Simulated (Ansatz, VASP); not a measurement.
## TaN: VASP beside Ansatz

```
CELL_PARAMETERS angstrom
0.00000 2.17900 2.17900
2.17900 0.00000 2.17900
2.17900 2.17900 0.00000
ATOMIC_POSITIONS crystal
Ta 0.50000 0.50000 0.50000
N 0.00000 0.00000 0.00000
```

Alike in both runs: task single point; functional LDA; k mesh 20 × 20 × 20; occupations gaussian, width 0.15 eV; no spin polarisation.

```csv
,VASP,Ansatz
version,VASP 6.6.1,Ansatz 0.2.0
potentials or method,"VASP PAW LDA potentials, release 64 (Ta_pv, N)","scalar-relativistic, plane waves, PAW"
plane-wave cutoff (eV),520,420
valence electrons in the cell,16,18
```

```tsv
	VASP	Ansatz	Ansatz less VASP
gap on the k mesh at the Fermi level (eV)	none	none	-
pressure (GPa)	-0.5	-2.5	-2.00
```

A gap of «none» marks a metal or a gap that the smearing closes. The two sets of potentials don't hold the same shells in valence.

Spin-orbit coupling is left out, which matters for the levels of Ta.
